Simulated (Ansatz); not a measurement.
# HfO2: the cost of one run

Method: DFT PBE, scalar-relativistic, plane waves, PAW, in Ansatz 0.2.0.

5 further runs of the same task are left out: 5 set aside as unsound or not needed.

## (1) The starting structure

The cell holds 24 atoms (Hf7O16Sc): a = 6.783 Å, b = 7.335 Å, c = 7.335 Å, α = 90.57°, β = 116.24°, γ = 116.24°.

The coordinates of this cell stand in the input of its own run.

The host was relaxed before at PBE: a = 5.161 Å, b = 5.212 Å, c = 5.352 Å, α = 90.00°, β = 99.67°, γ = 90.00° (conventional cell), 11.827 Å³/atom.

Places, in fractions of the supercell: Sc in place of Hf at (0.708, 0.945, 0.488). The start keeps the symmetry of the ideal site.

## (2) Band edges of the host over the zone

input.yaml

```yaml
crystal:
  lattice:
    - [5.1609167955, 0.0, -0.0053389046]
    - [0.0, 5.2121152647, 0.0]
    - [-0.893100245, 0.0, 5.2769007573]
  atoms:
    - { symbol: Hf, position: [0.2757342939, 0.4570632233, 0.7083729902] }
    - { symbol: Hf, position: [0.7242657061, 0.9570632233, 0.7916270098] }
    - { symbol: Hf, position: [0.7242657061, 0.5429367767, 0.2916270098] }
    - { symbol: Hf, position: [0.2757342939, 0.0429367767, 0.2083729902] }
    - { symbol: O, position: [0.4491832226, 0.742786629, 0.9766468631] }
    - { symbol: O, position: [0.5508167774, 0.242786629, 0.5233531369] }
    - { symbol: O, position: [0.5508167774, 0.257213371, 0.0233531369] }
    - { symbol: O, position: [0.4491832226, 0.757213371, 0.4766468631] }
    - { symbol: O, position: [0.0671205964, 0.3286479023, 0.3484179355] }
    - { symbol: O, position: [0.9328794036, 0.8286479023, 0.1515820645] }
    - { symbol: O, position: [0.9328794036, 0.6713520977, 0.6515820645] }
    - { symbol: O, position: [0.0671205964, 0.1713520977, 0.8484179355] }
basis:
  ecutwfc: 420
  xc_grid: 2
kpoints:
  mp_grid: { grid: [4, 4, 4] }
  band_path: { path: [VBM, CBM], npoints: 2 }
hamiltonian:
  xc: pbe
scf:
  occupations: { method: gaussian, width: 0.02 }
output:
  forces: true
  stress: true
  eigenvalues: true
```

Started as:

```
> ansatz run input.yaml --threads 8 --pin off --max-ram 16384MiB --backend cpu --events-out ev --progress --plain --runs-dir out
```

Q: Estimate wall time and peak memory on 8 threads of Arm Neoverse V1, shared host.

About 31 s, with a peak of 1.1 GiB.
